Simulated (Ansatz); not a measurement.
**Band topology of HfSi₂ with spin–orbit coupling — Ansatz, plane waves and PAW**

Space group Cmcm (No. 63), 6 atoms in the cell of the first input below: a = 7.497 Å, b = 7.497 Å, c = 3.659 Å, α = 90.00°, β = 90.00°, γ = 151.73°.

The volume is a measured one, the structure type a prototype's, with its volume kept and shape and atoms relaxed (pressure 1.2 GPa with this functional, without spin–orbit coupling). Functional: PBE.

Input:

```yaml
crystal:
  lattice:
    - [1.8305822397, -7.2700961312, 0.0]
    - [1.8305822397, 7.2700961312, 0.0]
    - [0.0, 0.0, 3.6592604413]
  atoms:
    - { symbol: Hf, position: [0.6052735625, 0.3947264375, 0.25] }
    - { symbol: Hf, position: [0.3947264375, 0.6052735625, 0.75] }
    - { symbol: Si, position: [0.9457229409, 0.0542770591, 0.25] }
    - { symbol: Si, position: [0.0542770591, 0.9457229409, 0.75] }
    - { symbol: Si, position: [0.2501556423, 0.7498443577, 0.25] }
    - { symbol: Si, position: [0.7498443577, 0.2501556423, 0.75] }
basis:
  ecutwfc: 420
  ecutrho_ratio: 4
kpoints:
  mp_grid: { grid: [6, 6, 6] }
hamiltonian:
  xc: pbe
scf:
  occupations: { method: gaussian, width: 0.05 }
output:
  forces: true
  stress: true
  eigenvalues: true
  populations: true
  topological_invariants: true
magnetization:
  noncollinear: true
  spin_orbit: true
```

```bash
ansatz run input.yaml --threads 8 --pin off --max-ram 15360MiB --backend cpu --events-out ev --progress --plain --runs-dir out
```

Time: 16 min on 8 threads of Intel(R) Xeon(R) Platinum 8259CL CPU @ 2.50GHz (Skylake/Cascade Lake), on a shared host, peak memory 12 GiB.

Without spin–orbit coupling the gap on a 8×8×8 mesh is 0.00 eV (the bands touch or overlap there). With it, in a separate run (self-consistent on 8×8×8, bands on 10×10×10), the bands overlap in energy by 0.95 eV (an overlap on a mesh is a lower bound, as the extrema may lie between its points). The indices are those of the lowest 68 bands, and their direct separation from the next band is open.

Odd-parity bands among them at the eight time-reversal-invariant momenta (inversion centre at 0.000 0.000 0.000):

| k | odd bands |
| --- | --- |
| 0.0 0.0 0.0 | 32 |
| 0.0 0.0 0.5 | 34 |
| 0.0 0.5 0.0 | 34 |
| 0.0 0.5 0.5 | 34 |
| 0.5 0.0 0.0 | 34 |
| 0.5 0.0 0.5 | 34 |
| 0.5 0.5 0.0 | 34 |
| 0.5 0.5 0.5 | 34 |

Problem. What are the Z2 indices by the rule of Fu and Kane?

Solution. Each Kramers pair counts once, so δ = (−1)^(odd bands / 2): +, −, −, −, −, −, −, −. The product of all eight gives ν0, the products over the planes k_i = 1/2 the weak indices: (1;000). The planes weren't all resolved, so this holds only if the bands never touch.

Caveats: bands overlap in energy, so the bands counted are not the filled states; the k-mesh was not tested; the smallest direct separation, 0.026 eV, lies at k = (0.46, 0.46, 0.00), away from the time-reversal-invariant momenta; it has to stay open for the indices to be defined, but with an inversion centre they change only where bands swap parity at a time-reversal-invariant momentum.

The strong index rests on the difference of a single Kramers pair between Γ, with 32 odd bands, and (0.5, 0.5, 0.0), with 34. The other momenta cannot decide it. On the plane k₃ = 1/2, the half-translation in the screw operation of Cmcm makes it anticommute with inversion, so states of opposite parity are degenerate and exactly half of the 68 bands must be odd. The remaining two points, (0.5, 0.0, 0.0) and (0.0, 0.5, 0.0), are related by a mirror and cancel in the product.

The overlap of 0.95 eV fits the metallic character expected of this disilicide, where broad Hf d states mix with Si p states of the extended silicon network. The result therefore doesn't make HfSi₂ a topological insulator: any surface states tied to the index would probably share their energy range with bulk states and could hybridise with them. Without parities from the calculation lacking spin–orbit coupling, it remains open whether that coupling reorders the levels at Γ or only separates bands already in this order.
